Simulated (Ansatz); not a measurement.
# Calculated 17O NMR of the central transition for SiO₂

Cell: a Materials Project structure (computed, not necessarily an observed phase).

Space group Cmce (No. 64); a = 9.0163, b = 10.2546, c = 8.9927 Å.

| site | Wyckoff | site symmetry | x | y | z |
| --- | --- | --- | --- | --- | --- |
| Si | 16g | 1 | 0.1731 | 0.8662 | 0.9095 |
| O9 | 8d | 2.. | 0.8078 | 0.0000 | 0.0000 |
| O10 | 8e | .2. | 0.7500 | 0.1179 | 0.2500 |
| O12 | 8f | m.. | 0.5000 | 0.1669 | 0.3870 |
| O17 | 8c | -1 | 0.2500 | 0.2500 | 0.0000 |

One atom of each set is listed; the run and its k-mesh use a cell of 24 atoms with edges of 6.83, 6.83, 8.99 Å.

Method: Kohn–Sham DFT in Ansatz, r2SCAN, plane waves and PAW (field gradients read without the response of the frozen cores, which leaves them typically 4 to 6 % off), scalar-relativistic, 500 eV cutoff, Γ-centred 3×3×3 k-points, Fermi–Dirac smearing 0.02 eV.

17O has I = 5/2 and Q = -25.58 mb (Pyykkö 2018); at 16.4 T its Larmor frequency is ν₀ = 94.7 MHz. Only the quadrupole interaction is simulated: positions count from each site's isotropic chemical shift, and J coupling is left out, as are shift anisotropy and dipolar coupling, which fast spinning averages.

(1) What does the 17O spectrum (fast magic-angle spinning) show for each site?

Results:

(1) 

| site | first shell | C_Q (MHz) | η | P_Q (MHz) | δ_QIS (ppm) | breadth (kHz) |
| --- | --- | --- | --- | --- | --- | --- |
| O9 | 2 Si at 1.60 Å, angle 168° | -6.39 | 0.04 | 6.39 | -27.3 | 5.61 |
| O10 | 2 Si at 1.60 Å, angle 168° | -6.46 | 0.03 | 6.47 | -28.0 | 5.73 |
| O12 | 2 Si at 1.61 Å, angle 152° | -6.08 | 0.12 | 6.09 | -24.9 | 5.23 |
| O17 | 2 Si at 1.60 Å, angle 180° | -6.54 | 0.02 | 6.54 | -28.6 | 5.84 |

δ_QIS = −(ν_Q²/30ν₀²)[I(I+1) − 3/4](1 + η²/3) × 10⁶ ppm with ν_Q = 3|C_Q|/[2I(2I−1)]; it falls as 1/B₀² in ppm, and the breadth as 1/B₀ in kHz.

At O9, O10 and O17 V_zz points along the line of its two bonds (within 1°) in each case. At O12 V_zz runs parallel to the line that joins its two neighbours (within 1°).

The run took 46 s of wall time (46 s of CPU time) and 1.5 GiB at its peak, on 1 thread of Intel Xeon Platinum 8488C (Sapphire Rapids) (x86_64; 16 cores open to the job, memory cap 3.0 GiB, no GPU), a shared host with a load of 0.4 a core.
